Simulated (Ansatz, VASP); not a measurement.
## C: VASP beside Ansatz

```
C
1.0
     2.46572    0.00000    0.00000
    -1.23286    2.13538    0.00000
     0.00000    0.00000   17.50000
C
4
Cartesian
  0.0000 1.4236 4.5000
  1.2329 0.7118 4.5000
  0.0000 1.4236 7.8130
  1.2329 0.7118 7.8130
```

Alike in both runs: task relaxation of the atoms; functional PBE; dispersion D3(BJ); k mesh 15 × 15 × 1; occupations gaussian, width 0.1 eV; no spin polarisation.

|  | VASP | Ansatz |
| --- | --- | --- |
| version | VASP 6.6.1 | Ansatz 0.2.0 |
| potentials or method | VASP PAW PBE potentials, release 64 (C) | scalar-relativistic, plane waves, PAW |
| plane-wave cutoff (eV) | 520 | 420 |
| valence electrons in the cell | 16 | 16 |

```tsv
	VASP	Ansatz	Ansatz less VASP
gap on the k mesh at the Fermi level, each at its own relaxed structure (eV)	0.47	0.46	-0.006
energy change over the relaxation (meV/atom)	-3	-3	0.0
```

Ansatz warned: «symmetry_narrowed_by_constraints».
